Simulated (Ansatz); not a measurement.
Runs of Ansatz 0.2.0 on La. The structure is cubic, space group Im-3m (No. 229). Conventional cell: a = 4.248 Å, b = 4.248 Å, c = 4.248 Å, α = 90.00°, β = 90.00°, γ = 90.00°. La (site symmetry m-3m) is surrounded by 8 La at 3.68 Å. This isn't the form of La at room conditions, which is double hcp.

```csv
task,level,potentials or basis,spin,U,fixed moment (μB),cell,k mesh,cutoff (eV),smearing,search for lower states,empty bands summed for spectra up to,optics k mesh,broadening,scf convergence dr2 threshold,basis error allowed,other keys,gap on the mesh (eV),pressure (GPa),moment (μB)
single point,revPBE,"all-electron LAPW, relativistic spinors","non-collinear, ferromagnetic start, SOC",-,-,cell squeezed,7 × 7 × 7,117,cold 0.05 eV,-,-,-,-,-,0.003 eV/atom,hamiltonian.pseudopotentials.lapw.basis_error = 0.003,none,3.7,0.62
density of states,PBEsol+U,"all-electron LAPW, scalar-relativistic","collinear, ferromagnetic start",La f U = 6 eV,-,as given,9 × 9 × 9,123,gaussian 0.1 eV,off,-,-,-,-,0.001 eV/atom,"basis.xc_grid = 3; kpoints.mp_grid.shift = [0.5, 0.5, 0.5]",none,(a),0.52
relaxation of cell and atoms,RPBE-LYP,"all-electron LAPW, scalar-relativistic","non-collinear, random start",-,-,relaxed from: volume scaled by 1.15,7 × 7 × 7,-,methfessel-paxton 0.05 eV,-,-,-,-,-,0.0005 eV/atom,-,-,0.0,0.41
projected density of states,PBEsol+D3(BJ)+ATM+U,"all-electron LAPW, scalar-relativistic",off,La f U = 7 eV,-,cell strained at random at fixed volume,9 × 9 × 9,126,tetrahedron,-,-,-,-,-,0.001 eV/atom,-,-,-4.4,-
```

Task: Fill in the values left out.

Result: (a) -2.2.

Caveats: the k mesh is thin for a metal, which can move the energy by tens of meV per atom (some runs); U is the effective U less J, on atomic orbitals that reach past the spheres (some runs); the U is typed as a test and isn't derived for this compound (some runs); the program listed the state as in doubt (some runs); the program warned that the printed levels may be off, so bands, gaps and densities of states are rough (some runs); spin-orbit coupling is left out, which moves the levels of the heavy elements (some runs); U without spin polarisation on a metal has little footing (some runs).

A k mesh can miss the band edges, and rows without SOC leave out spin-orbit coupling on La.

A gap of «none» marks a metal or a gap under the smearing width.

Runs at the PBE level aren't shown here.
